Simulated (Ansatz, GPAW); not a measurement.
Given: the input of a run of Ansatz 0.2.0 on FeO (Wuestite). 

File input.yaml:

```yaml
crystal:
  lattice:
    - [0.0, 2.1554, 2.1554]
    - [2.1554, 0.0, 2.1554]
    - [2.1554, 2.1554, 0.0]
  atoms:
    - { symbol: Fe, position: [0.0, 0.0, 0.0], spin: 3.0 }
    - { symbol: O, position: [0.5, 0.5, 0.5] }
kpoints:
  mp_grid: { grid: [11, 11, 11] }
scf:
  occupations: { method: gaussian, width: 0.024 }
hamiltonian:
  xc: pbe
  pseudopotentials: { kind: all_electron, lapw: { basis_error: 0.001 } }
magnetization:
  spin_polarized: true
output:
  forces: true
  stress: true
  eigenvalues: true
```

Potentials or basis: all-electron LAPW, scalar-relativistic.

Launch:

```bash
$ ansatz run input.yaml --threads 2 --pin off --max-ram 6144MiB --backend cpu --events-out ev --progress --plain --runs-dir out
```

Question: Translate it to GPAW 26.7.0 (ASE script). Potentials or basis there: GPAW PAW data sets (gpaw-data 1.2.1), cutoff 800 eV.

Answer: As run (cutoffs and basis follow the program's own potentials, and thresholds, step limits or extra output files can differ):

The input run.py:

```python
from ase.dft.bandgap import bandgap
from ase.io import read, write
from ase.units import Bohr, GPa
from gpaw import GPAW, PW
from gpaw.elf import elf_from_dft_calculation

atoms = read('FeO.xyz')
atoms.set_initial_magnetic_moments([3.0, 0.0])

calc = GPAW(mode=PW(800),
            xc='PBE',
            kpts={'size': (11, 11, 11), 'gamma': True},
            occupations={'name': 'methfessel-paxton', 'order': 0, 'width': 0.024},
            nbands=17,
            convergence={'density': 1e-05, 'energy': 1e-05},
            maxiter=150,
            txt='gpaw.txt')
atoms.calc = calc
energy = atoms.get_potential_energy()
forces = atoms.get_forces()
stress = atoms.get_stress()
calc.write('gs.gpw')
write('result.traj', atoms)
print(f'Energy: {energy:.6f} eV')
print('Forces (eV/A):')
print(forces.round(4))
print('Stress (GPa):', (stress / GPa).round(3))
print('Moments:', calc.get_magnetic_moments().round(3))
print('Fermi level:', round(calc.get_fermi_level(), 4), 'eV')
print(f'Gap: {bandgap(calc)[0]:.4f} eV, direct: {bandgap(calc, direct=True)[0]:.4f} eV')

# fields on the real-space grid
write('density.cube', atoms, data=calc.get_pseudo_density() * Bohr**3)
write('potential.cube', atoms, data=calc.get_electrostatic_potential())
write('spin.cube', atoms, data=(calc.get_pseudo_density(spin=0) - calc.get_pseudo_density(spin=1)) * Bohr**3)
write('elf.cube', atoms, data=elf_from_dft_calculation(calc).data)
```

FeO.xyz

```xyz
2
Lattice="0.0000000000 2.1554000000 2.1554000000 2.1554000000 0.0000000000 2.1554000000 2.1554000000 2.1554000000 0.0000000000" Properties=species:S:1:pos:R:3 pbc="T T T"
Fe     0.0000000000      0.0000000000      0.0000000000
O      2.1554000000      2.1554000000      2.1554000000
```

Potentials or basis: GPAW PAW data sets (gpaw-data 1.2.1), pw.

The run is started by

```console
$ OMP_NUM_THREADS=1 python run.py
```

Both were run:

|  | Ansatz | GPAW |
| --- | --- | --- |
| Pressure | -0.4 GPa | 0.8 GPa |
| Net moment | 4.00 μB per cell | 4.00 μB per cell |

Where Ansatz's input types no cutoff or centring, it takes its own default and a Γ-centred mesh.

The magnetic state is the one that the start led to; the real crystal's order can differ.

Pressure is positive in compression.
